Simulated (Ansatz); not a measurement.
LiH in the zincblende structure, relaxed with r2SCAN: the symmetry is F-43m (No. 216, cubic); conventional cell a = 4.290 Å, 9.87 Å³ an atom. Li has 4 H at 1.86 Å; H has 4 Li at 1.86 Å. One-shot G0W0@PBE in the plane-wave code Ansatz on a 6×6×6 mesh (contour deformation, no spin-orbit coupling), from a PBE gap of 4.292 eV over the mesh points (the G0W0 gap is indirect on the mesh); the number N of bands summed and the screening cutoff rise together. The cell comes from a prototype generator: it can be a known phase or a hypothetical one. Spin polarisation is off.

```
  N  cutoff (eV)  1000/N  G0W0 gap (eV)
 46          100  21.739          6.344
110          180   9.091          6.445
```

Question: Lay a straight line in 1000/N through these rows.

Answer: The slope is -0.0080 eV per unit of 1000/N and the intercept 6.518 eV.

Question: Predict the gap at N = 212 (260 eV).

Answer: 6.518 + (-0.0080) × 4.717 = 6.480 eV; the run gives 6.482 eV, +0.002 eV from the line.

Question: With that run's result added, what limit do the last two rows suggest?

Answer: Their slope is (6.482 − 6.445)/(4.717 − 9.091) = -0.0085, which meets 1/N = 0 at 6.52 eV, against 6.518 eV from the first line. The two lines nearly agree; the k mesh isn't extrapolated.
